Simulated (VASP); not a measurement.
Write the native input for VASP 6.6.1 that does the following.

```
Task                   : relaxation of cell and atoms
Functional             : PBE
Potentials or basis    : VASP PAW PBE potentials, release 64 (Al, O)
Cutoff                 : 600 eV
k mesh                 : 7 × 7 × 3
Occupations            : fermi-dirac, width 0.05 eV
Spin                   : no spin polarisation
Target pressure        : 10 GPa
Further INCAR settings : ALGO = Fast; EDIFF = 1e-06; IBRION = 2; EDIFFG = -0.005; NSW = 60; ISIF = 3
Target pressure        : 10 GPa
```

The structure of Al2O3 lies in POSCAR:

```
Al2O3
1.0
    3.0174825440      0.0000000000      0.0000000000
   -1.5087412720      2.6132165386      0.0000000000
    0.0000000000      0.0000000000      7.5746360022
Al O
2 3
Direct
    0.0000000000      0.0000000000      0.7220490000
    0.0000000000      0.0000000000      0.2779510000
    0.0000000000      0.0000000000      0.5000000000
    0.6666666667      0.3333333333      0.8005460000
    0.3333333333      0.6666666667      0.1994540000
```

Measurements of this composition are mostly on another form, of space group No. 167.

The input as run:

INCAR

```
  PREC = Accurate
  ENCUT = 600
  EDIFF = 1E-6
  ISMEAR = -1
  SIGMA = 0.05
  LREAL = False
  LASPH = True
  NELM = 100
  ALGO = Fast
  ISIF = 3
  LWAVE = False
  LCHARG = False
  GGA = PE
  IBRION = 2
  NSW = 60
  EDIFFG = -0.005
  PSTRESS = 100
```

KPOINTS

```
regular mesh
0
Gamma
  7 7 3
```

Potentials or basis: VASP PAW PBE potentials, release 64 (Al, O).

Command:

```console
$ cat potpaw_PBE.64/Al/POTCAR potpaw_PBE.64/O/POTCAR > POTCAR
$ mpirun -np 1 vasp_std > vasp.out
```

Results of the run:

The relaxed volume is 10.53 Å³/atom. The relaxed cell is a = 2.953 Å, b = 2.953 Å, c = 6.973 Å, α = 90.00°, β = 90.00°, γ = 120.00°. The space group after relaxing (to 0.05 Å) is P-3m1 (No. 164), the energy change on relaxing (the enthalpy is what falls) is +37.8 meV/atom and the ionic steps are 23. The pressure after relaxing is 10.0 GPa, the largest force after relaxing is 0.004 eV/Å and the band gap on the k mesh is 2.61 eV, direct.

Caveat: the cell is relaxed towards a set pressure, so the enthalpy falls and the energy may rise.

Run time: 3.5 min on 1 thread of Intel(R) Xeon(R) Platinum 8488C (Sapphire Rapids), on a shared host, peak memory 0.19 GiB.
